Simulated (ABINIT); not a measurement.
Here is an ABINIT 10.8.3 (patched build) calculation.

The input run.abi:

```
pp_dirpath "./"
pseudos "Ti.GGA_PBE-JTH.xml, B.GGA_PBE-JTH.xml"

acell 3.0292 3.0292 3.2284 Angstrom
rprim
     1.0000000000     0.0000000000     0.0000000000
    -0.5000000000     0.8660254038     0.0000000000
     0.0000000000     0.0000000000     1.0000000000
ntypat 2
znucl 22 5
natom 3
typat 1 2 2
xred
     0.0000000000     0.0000000000     0.0000000000
     0.6666666667     0.3333333333     0.5000000000
     0.3333333333     0.6666666667     0.5000000000
chkprim 0
chksymtnons 0
tolsym 1.0e-6

ecut 18.0
pawecutdg 36.0
pawovlp -1

kptopt 1
ngkpt 10 10 8
nshiftk 1
shiftk 0.0 0.0 0.0

ixc 7

nband 13
occopt 3
tsmear 0.05 eV

nstep 100
tolvrs 1.0e-9

iomode 3
prtwf 0
prtden 0
prteig 0
prtebands 0

ionmov 22
ntime 60
tolmxf 5.0e-5
optcell 2
dilatmx 1.08
ecutsm 0.5
```

Potentials or basis: JTH PAW PBE v2.0.

Command:

```bash
$ abinit run.abi > log 2>&1
```

Predict the band gap on the k mesh.

none (metal or under the smearing width).

What does it give for the relaxed volume?

8.21 Å³/atom.

Predict the relaxed cell.

a = 2.997 Å, b = 2.997 Å, c = 3.169 Å, α = 90.00°, β = 90.00°, γ = 120.00°.

The path:
```tsv
step	energy change (eV)	largest force (eV/Å)	pressure (GPa)	volume (Å³)
1	0.0000	0.0000	-10.16	25.66
2	-0.0312	0.0000	-2.24	24.87
3	-0.0334	0.0000	0.15	24.64
4	-0.0336	0.0000	0.12	24.64
5	-0.0336	0.0000	0.00	24.64
```

Caveat: the PAW data sets were made with another functional, which shifts forces and pressure a little; the atomic spheres overlap. Zero-point motion and thermal expansion aren't in these numbers.
